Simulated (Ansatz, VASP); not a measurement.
One calculation of SiC, two programs

```
Si C
1.0
     2.99646    0.00000    0.00000
    -1.49823    2.59501    0.00000
     0.00000    0.00000    4.53814
Si C
2 2
Direct
  0.33333 0.66667 0.99645
  0.66667 0.33333 0.49645
  0.33333 0.66667 0.38855
  0.66667 0.33333 0.88855
```

Alike in both runs: functional PBE; k mesh 12 × 12 × 6; occupations gaussian, width 0.05 eV; no spin polarisation.

Ansatz relaxed the structure, and its values are those at the end. VASP's run is a single point on that final structure, the one shown.

|  | VASP | Ansatz |
| --- | --- | --- |
| version | VASP 6.6.1 | Ansatz 0.2.0 |
| potentials or method | VASP PAW PBE potentials, release 64 (Si, C) | scalar-relativistic, plane waves, PAW |
| plane-wave cutoff (eV) | 520 | 520 |
| valence electrons in the cell | 16 | 16 |

```csv
,VASP,Ansatz,Ansatz less VASP
gap on the k mesh at the Fermi level (eV),1.66,1.67,+0.011
least direct gap on the mesh (eV),3.60,3.62,+0.011
```

The functional is the same, so the differences come from potentials, cutoffs and numerics. Ansatz warned: «stress_scf_threshold_loose».

 A k mesh can miss the band edges.
